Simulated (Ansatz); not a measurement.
Crystal: TiTe2.

```xyz
3
Lattice="3.7770 0.0000 0.0000 -1.8885 3.2710 0.0000 0.0000 0.0000 6.4980" Properties=species:S:1:pos:R:3 pbc="T T T"
Te    0.0000    2.1807    4.7903
Te    1.8885    1.0903    1.7077
Ti    0.0000    0.0000    0.0000
```

Base run:

| Property | Result |
| --- | --- |
| Program | Ansatz 0.2.0 |
| Functional | PBEsol |
| Potentials or basis | Ansatz PAW |
| Cutoff | 420 eV (not typed: the program's choice for these potentials) |
| k mesh | 8 × 8 × 4 |
| Occupations | fermi-dirac, width 0.05 eV |
| Spin | no spin polarisation |
| Hubbard terms | Ti d U = 2 eV |

Its results: band gap on the k mesh none (metal or under the smearing width); pressure -0.8 GPa; largest force 0.102 eV/Å.

**Question.** After a change of settings the same cell gave: band gap on the k mesh none (metal or under the smearing width); pressure 2.8 GPa; largest force 0.033 eV/Å. Which change was it?
A. hubbard terms from Ti d U = 2 eV to Ti d U = 6 eV
B. hubbard terms from Ti d U = 2 eV to Ti d U = 5 eV
C. hubbard terms from Ti d U = 2 eV to none; hubbard projectors from ortho-atomic (the default) to none

**Answer.** B.

Caveats: this functional lacks dispersion, which binds the layers, so the pressure and a relaxed spacing across them are unreliable; U without spin polarisation on a metal has little footing; the PAW data sets come from PBE, with cores solved anew for the run's functional, which leaves a small shift of forces and pressure; the U is typed as a test and isn't derived for this compound.

Runs at the PBE level aren't shown here.
